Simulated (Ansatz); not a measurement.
Here is an Ansatz 0.2.0 calculation.

File input.yaml:

```yaml
crystal:
  lattice: { a: 5.17855125, b: 5.17855125, c: 5.17855125, alpha: 90.0, beta: 90.0, gamma: 90.0 }
  space_group: 225
  reduce_to_primitive: true
  atoms:
    - { symbol: Pb, wyckoff: "4a", position: [0.0, 0.0, 0.0] }
    - { symbol: O, wyckoff: "8c", position: [0.25, 0.25, 0.75] }
hamiltonian:
  xc: { exchange: pbe, correlation: none }
  pseudopotentials: { kind: nc_fr, accuracy: standard }
magnetization:
  noncollinear: true
  spin_orbit: true
kpoints:
  mp_grid: { grid: [9, 9, 9] }
scf:
  occupations: { method: fermi_dirac, width: 0.15 }
output:
  forces: true
  stress: true
  eigenvalues: true
```

Potentials or basis: PseudoDojo standard (PBE files).

Run with:

```sh
$ ansatz run input.yaml --threads 2 --pin off --max-ram 5120MiB --backend cpu --events-out ev --progress --plain --runs-dir out
```

Task: Predict the band gap on the k mesh.

Result: None (metal or under the smearing width).

Task: Predict the pressure.

Result: 47.1 GPa.

Caveat: the potentials were made for another functional, which shifts forces and pressure.
